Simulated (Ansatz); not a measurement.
# LiBr: which shells make which states

```yaml
crystal:
  lattice:
    - [0.00000, 2.75479, 2.75479]
    - [2.75479, 0.00000, 2.75479]
    - [2.75479, 2.75479, 0.00000]
  atoms:
    - { symbol: Li, position: [0.00000, 0.00000, 0.00000] }
    - { symbol: Br, position: [0.50000, 0.50000, 0.50000] }
```

Atom numbers follow the list: Li1, Br2.

The structure comes from a relaxation in the same program, started in the rocksalt type, and has space group Fm-3m. Whether it is a known phase or the ground state wasn't checked.

These are results of DFT, PBE, all-electron LAPW, scalar-relativistic (Ansatz 0.2.0), not measurements.

Numerical set-up: a Γ-centred 12×12×12 k mesh, Fermi–Dirac smearing of 0.08 eV, basis error target 1 meV/atom, no spin polarisation.

Weights are projections on a minimal set of Löwdin-orthogonalised atomic shells, summed over atoms of an element; the rest lies outside that basis, and weights on diffuse cation s shells are inflated where empty shells are missing from it. Energies are in eV from the valence-band top.

Points: K (0.375, 0.375, 0.750), Γ (0.000, 0.000, 0.000).

| state | character |
| --- | --- |
| K, -12.79 eV | ? |
| K, -2.47 eV | ? |
| K, -1.83 eV | ? |
| K, -0.85 eV | Br 4p 99 % |
| Γ, -13.42 eV | ? |
| Γ, -0.01 eV (×3) | Br 4p 99 % |

(1) Fill in "character" for the row "Γ, -13.42 eV".

(2) What belongs in the row "K, -12.79 eV", column "character"?

(3) Give the missing entry: row "K, -1.83 eV", column "character".

(4) Fill in "character" for the row "K, -2.47 eV".

Results:

(1) Br 4s 67 %, Li 2s 33 %.

(2) Br 4s 99 %.

(3) Br 4p 92 %, Li 2s 7 %.

(4) Br 4p 98 %.
